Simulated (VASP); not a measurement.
# InAs (F-43m) in VASP: phonons with PBE

Aim: the phonons of InAs with PBE.

All numbers are computed with VASP 6.6.1; they aren't measurements. Logs are shortened: lines on timing, memory, paths and dates and some standing lists are left out, and cuts for length are marked.

### Step 1. The structure

The structure is cubic, space group F-43m (No. 216). Conventional cell: a = 6.036 Å, b = 6.036 Å, c = 6.036 Å, α = 90.00°, β = 90.00°, γ = 90.00°. In (site symmetry -43m) has 4 As at 2.61 Å as nearest neighbours. Around As (site symmetry -43m) lie 4 In at 2.61 Å.

### Step 2. Phonons, PBE

POSCAR

```
InAs
1.0
    0.0000000000      3.0180000000      3.0180000000
    3.0180000000      0.0000000000      3.0180000000
    3.0180000000      3.0180000000      0.0000000000
In As
1 1
Direct
    0.0000000000      0.0000000000      0.0000000000
    0.2500000000      0.2500000000      0.2500000000
```

INCAR.step1

```
PREC     = Accurate       # precision mode
ENCUT    = 600            # plane-wave cutoff, eV
EDIFF    = 1E-8           # SCF threshold, eV
ISMEAR   = 0              # smearing method
SIGMA    = 0.1            # smearing width, eV
LREAL    = F              # projectors in reciprocal space
LASPH    = T              # aspherical terms in the spheres
NELM     = 80             # most SCF steps
ALGO     = Fast           # electronic algorithm
ISIF     = 3              # what is computed and relaxed
LWAVE    = F              # write WAVECAR
LCHARG   = F              # write CHGCAR
GGA      = PE             # functional
IBRION   = 2              # ionic algorithm
NSW      = 40             # ionic steps
EDIFFG   = -0.002         # ionic threshold
```

INCAR.step2

```
PREC     = Accurate       # precision mode
ENCUT    = 600            # plane-wave cutoff, eV
EDIFF    = 1E-8           # SCF threshold, eV
ISMEAR   = 0              # smearing method
SIGMA    = 0.1            # smearing width, eV
LREAL    = F              # projectors in reciprocal space
LASPH    = T              # aspherical terms in the spheres
NELM     = 80             # most SCF steps
ALGO     = Fast           # electronic algorithm
ISIF     = 2              # what is computed and relaxed
LWAVE    = F              # write WAVECAR
LCHARG   = F              # write CHGCAR
GGA      = PE             # functional
IBRION   = 8              # ionic algorithm
NSW      = 1              # ionic steps
```

KPOINTS

```
Automatic mesh
0
Gamma
  12 12 12
```

Potentials or basis: VASP PAW PBE potentials, release 64 (In_d, As).

The run is started by

```console
> cat potpaw_PBE.64/In_d/POTCAR potpaw_PBE.64/As/POTCAR > POTCAR
> cp INCAR.step1 INCAR
> mpirun -np 1 vasp_std > vasp.out
> cp CONTCAR POSCAR
> cp INCAR.step2 INCAR
> mpirun -np 1 vasp_std > vasp.out
```

OUTCAR:

```text
PREC = Accurate
   ENCUT = 600
   EDIFF = 1E-8
   ISMEAR = 0
   LREAL = F
   LASPH = T
   NELM = 80
   ISIF = 2
   GGA = PE
   IBRION = 8
   NSW = 1

 ion  position               nearest neighbor table
   1  0.000  0.000  0.000-   2 2.68   2 2.68   2 2.68   2 2.68
   2  0.250  0.250  0.250-   1 2.68   1 2.68   1 2.68   1 2.68

  LATTYP: Found a face centered cubic cell.
 ALAT       =     6.1888101941

  Lattice vectors:

 A1 = (   0.0000000000,   3.0944050971,   3.0944050971)
 A2 = (   3.0944050971,   0.0000000000,   3.0944050971)
 A3 = (   3.0944050971,   3.0944050971,   0.0000000000)

Analysis of symmetry for initial positions (statically):
=====================================================================
 Subroutine PRICEL returns:
 Original cell was already a primitive cell.

 Routine SETGRP: Setting up the symmetry group for a
 face centered cubic supercell.

 Subroutine GETGRP returns: Found 24 space group operations
 (whereof 24 operations were pure point group operations)
 out of a pool of 48 trial point group operations.

The static configuration has the point symmetry T_d .

Analysis of symmetry for dynamics (positions and initial velocities):
=====================================================================
 Subroutine PRICEL returns:
 Original cell was already a primitive cell.

 Routine SETGRP: Setting up the symmetry group for a
 face centered cubic supercell.

 Subroutine GETGRP returns: Found 24 space group operations
 (whereof 24 operations were pure point group operations)
 out of a pool of 48 trial point group operations.

The dynamic configuration has the point symmetry T_d .

 Subroutine INISYM returns: Found 24 space group operations
 (whereof 24 operations are pure point group operations),
 and found     1 'primitive' translations

----------------------------------------------------------------------------------------

                                     Primitive cell

  volume of cell :      59.2600

  direct lattice vectors                    reciprocal lattice vectors
     0.000000000  3.094405097  3.094405097    -0.161581947  0.161581947  0.161581947
     3.094405097  0.000000000  3.094405097     0.161581947 -0.161581947  0.161581947
     3.094405097  3.094405097  0.000000000     0.161581947  0.161581947 -0.161581947

  length of vectors
     4.376149656  4.376149656  4.376149656     0.279868142  0.279868142  0.279868142

  position of ions in fractional coordinates (direct lattice)
     0.000000000  0.000000000  0.000000000
     0.250000000  0.250000000  0.250000000

  ion indices of the primitive-cell ions
   primitive index   ion index
                 1           1
                 2           2

----------------------------------------------------------------------------------------

 KPOINTS: Automatic mesh

Automatic generation of k-mesh.
 Grid dimensions read from file:
 generate k-points for:   12   12   12

 Generating k-lattice:

  Cartesian coordinates                     Fractional coordinates (reciprocal lattice)
    -0.013465162  0.013465162  0.013465162     0.083333333  0.000000000  0.000000000
     0.013465162 -0.013465162  0.013465162     0.000000000  0.083333333  0.000000000
     0.013465162  0.013465162 -0.013465162     0.000000000  0.000000000  0.083333333

  Length of vectors
     0.023322345  0.023322345  0.023322345

  Shift w.r.t. Gamma in fractional coordinates (k-lattice)
     0.000000000  0.000000000  0.000000000

 Subroutine IBZKPT returns following result:
 ===========================================

 Found     72 irreducible k-points:

 Following reciprocal coordinates:
            Coordinates               Weight
  0.000000  0.000000  0.000000      1.000000
  0.083333  0.000000  0.000000      8.000000
  0.166667  0.000000  0.000000      8.000000
  0.250000  0.000000  0.000000      8.000000
  0.333333  0.000000  0.000000      8.000000
  0.416667  0.000000  0.000000      8.000000
[... 16 lines left out ...]
  0.500000  0.166667  0.000000     24.000000
 -0.416667  0.166667  0.000000     24.000000
 [... further k-points ...]
   k-points           NKPTS =     72   k-points in BZ     NKDIM =     72   number of bands    NBANDS=     13
   number of dos      NEDOS =    301   number of ions     NIONS =      2
[... 41 lines left out ...]
   GGA     = PE    functional components
   LHFCALC =     F    Hartree Fock is set to
   AEXX    =    0.0000 exact exchange contribution
   IVDW    =     0    specifies the selected vdW correction
   LEPSILON=     F    determine dielectric tensor
   LRPA    =     F    only Hartree local field effects (RPA)
 non-spin polarized calculation
 RMM-DIIS sequential band-by-band and
 Gauss-broadening in eV      SIGMA  =   0.10
  energy-cutoff  :      600.00
  volume of cell :       59.26
 maximum number of plane-waves:      2006
   NGX = 17   NGY = 17   NGZ = 17

--------------------------------------- Ionic step        1  -------------------------------------------

 number of electron      17.9999997 magnetization

 Free energy of the ion-electron system (eV)
  ---------------------------------------------------
  ext. energy  EPLUGINS =         0.00000000
  ---------------------------------------------------
  free energy    TOTEN  =        -7.71976558 eV

  energy without entropy =       -7.71960700  energy(sigma->0) =       -7.71968629

 E-fermi :   3.8957     XC(G=0):  -8.7914

 val. band max:        3.8304172273   @ k =   0.0000   0.0000   0.0000
 cond. band min:       4.4522881417   @ k =   0.0833   0.0000   0.0000
 fundamental gap:      0.6218709144
 Fermi energy:         3.8956640885

 k-point     1 :       0.0000    0.0000    0.0000
  band No.  band energies     occupation
      1     -10.4350      2.00000
      2     -10.4349      2.00000
      3     -10.4349      2.00000
      4     -10.3355      2.00000
      5     -10.3355      2.00000
      6      -7.6047      2.00000
      7       3.2825      2.00000
      8       3.8304      1.64385
      9       3.8304      1.64385
     10       3.8304      1.64385
     11       7.7031      0.00000
     12       7.7031      0.00000
     13       7.7031      0.00000
[... 354 lines left out ...]
  band No.  band energies     occupation
      1     -10.5347      2.00000
      2     -10.4052      2.00000
      3     -10.4009      2.00000
      4     -10.3346      2.00000
      5     -10.3305      2.00000
      6      -6.2103      2.00000
      7      -1.4956      2.00000
      8       1.6389      2.00000
      9       2.6906      2.00000
     10       5.8844      0.00000
     11       8.1424      0.00000
     12       9.1383      0.00000
     13      10.5065      0.00000

 [... further k-points ...]

------------------------ aborting loop because EDIFF is reached ----------------------------------------

  FORCE on cell =-STRESS in cart. coord.  units (eV):
  Direction    XX          YY          ZZ          XY          YZ          ZX
  --------------------------------------------------------------------------------------
  -------------------------------------------------------------------------------------
  Total        0.0025220      0.0025220      0.0025220     -0.0000000      0.0000000      0.0000000
  in kB        0.0681855      0.0681855      0.0681855     -0.0000000      0.0000000      0.0000000
  external PRESSURE =       0.0681855 kB  Pullay stress =       0.0000000 kB

 VOLUME and BASIS-vectors are now :
 -----------------------------------------------------------------------------
  energy-cutoff  :      600.00
  volume of cell :       59.26
      direct lattice vectors                 reciprocal lattice vectors
     0.000000000  3.094405097  3.094405097    -0.161581947  0.161581947  0.161581947
     3.094405097  0.000000000  3.094405097     0.161581947 -0.161581947  0.161581947
     3.094405097  3.094405097  0.000000000     0.161581947  0.161581947 -0.161581947

 POSITION                                       TOTAL-FORCE (eV/Angst)
 -----------------------------------------------------------------------------------
      0.00000      0.00000      0.00000         0.000000      0.000000     -0.000000
      1.54720      1.54720      1.54720        -0.000000     -0.000000      0.000000
 -----------------------------------------------------------------------------------
    total drift:                               -0.000000     -0.000000     -0.000000

  FREE ENERGIE OF THE ION-ELECTRON SYSTEM (eV)
  ---------------------------------------------------
  free  energy   TOTEN  =        -7.7197655792 eV

  energy  without entropy=       -7.7196069995  energy(sigma->0) =       -7.71968629

[... ionic steps 2 to 3 ...]

--------------------------------------- Ionic step        4  -------------------------------------------

------------------------ aborting loop because EDIFF is reached ----------------------------------------

[... ionic steps 5 to 6 ...]

--------------------------------------- Ionic step        7  -------------------------------------------

 Free energy of the ion-electron system (eV)
  ---------------------------------------------------
  ---------------------------------------------------
  free energy    TOTEN  =        -0.04540231 eV

  energy without entropy =       -0.04540231

------------------------ aborting loop because EDIFF is reached ----------------------------------------

 INTERNAL STRAIN TENSOR  FOR ION    2  DIRECTION 1   (eV/Angst):
 -----------------------------------------------------------------------------
     0.00615  0.00000  0.00000
     0.00000 -0.00174 -6.19771
     0.00000 -6.19771 -0.00174

 INTERNAL STRAIN TENSOR FOR ION    2 for displacements in x,y,z  (eV/Angst):
          X           Y           Z          XY          YZ          ZX
  --------------------------------------------------------------------------------
  x     0.00000     0.00000     0.00000     0.00000    -6.19771     0.00000
  y     0.00000     0.00000     0.00000     0.00000     0.00000    -6.19771
  z     0.00000     0.00000     0.00000    -6.19771     0.00000     0.00000

 SECOND DERIVATIVES (NOT SYMMETRIZED)
 ------------------------------------
               1X          1Y          1Z          2X          2Y          2Z
  1X    -6.595286    0.000000    0.000000    6.595286    0.000000    0.000000
  1Y     0.000000   -6.595286    0.000000    0.000000    6.595286    0.000000
  1Z     0.000000    0.000000   -6.595286    0.000000    0.000000    6.595286
  2X     6.601380    0.000000    0.000000   -6.601380    0.000000    0.000000
  2Y     0.000000    6.601380    0.000000    0.000000   -6.601380    0.000000
  2Z     0.000000    0.000000    6.601380    0.000000    0.000000   -6.601380

 Eigenvectors and eigenvalues of the dynamical matrix
 ----------------------------------------------------

   1 f  =    5.964269 THz    37.474608 2PiTHz  198.946601 cm-1    24.666224 meV
             X         Y         Z           dx          dy          dz
      0.000000  0.000000  0.000000     0.000000   -0.628205    0.000000
      1.547203  1.547203  1.547203     0.000000    0.778048    0.000000
[... 21 lines left out ...]
   6 f/i=    0.001346 THz     0.008459 2PiTHz    0.044909 cm-1     0.005568 meV
             X         Y         Z           dx          dy          dz
      0.000000  0.000000  0.000000    -0.743196    0.230255    0.000000
      1.547203  1.547203  1.547203    -0.600066    0.185911    0.000000

--------------------------------------------------------------------------------------------------------

 ELASTIC MODULI CONTR FROM IONIC RELAXATION (kBar)
 Direction    XX          YY          ZZ          XY          YZ          ZX
 --------------------------------------------------------------------------------
 XX          -0.0000     -0.0000     -0.0000     -0.0000      0.0000     -0.0000
 YY          -0.0000     -0.0000     -0.0000     -0.0000     -0.0000     -0.0000
 ZZ          -0.0000     -0.0000     -0.0000      0.0000     -0.0000     -0.0000
 XY          -0.0000     -0.0000      0.0000   -154.9475     -0.0000     -0.0000
 YZ           0.0000     -0.0000     -0.0000     -0.0000   -154.9475      0.0000
 ZX          -0.0000     -0.0000     -0.0000     -0.0000      0.0000   -154.9475
 --------------------------------------------------------------------------------
```

Run time: 13 min. Hardware: 1 thread of Intel Xeon Platinum 8488C (Sapphire Rapids), shared host; peak memory 0.72 GiB.

Results:

* Relaxed volume: 29.63 Å³/atom
* Relaxed cell: a = 4.376 Å, b = 4.376 Å, c = 4.376 Å, α = 60.00°, β = 60.00°, γ = 60.00°
* Space group after relaxing (to 0.05 Å): F-43m (No. 216)
* Highest phonon frequency at Γ, LO-TO splitting left out: 199 cm⁻¹

The path:
| step | energy change (eV) | largest force (eV/Å) | pressure (GPa) | volume (Å³) |
| --- | --- | --- | --- | --- |
| 1 | 0.0000 | 0.0000 | 4.37 | 54.98 |
| 2 | -0.0455 | 0.0000 | -1.42 | 61.15 |
| 3 | -0.0542 | 0.0000 | 0.01 | 59.24 |
| 4 | -0.0541 | 0.0000 | -0.07 | 59.33 |
| 5 | -0.0542 | 0.0000 | 0.03 | 59.22 |
| 6 | -0.0542 | 0.0000 | -0.01 | 59.26 |

Final structure:
```xyz
2
Lattice="0.0000 3.0944 3.0944 3.0944 0.0000 3.0944 3.0944 3.0944 0.0000" Properties=species:S:1:pos:R:3 pbc="T T T"
In    0.0000    0.0000    0.0000
As    1.5472    1.5472    1.5472
```

Phonon frequencies in cm⁻¹ (negative: imaginary):
| q point | frequencies |
| --- | --- |
| (0.000, 0.000, 0.000) | 0 0 0 199 199 199 |
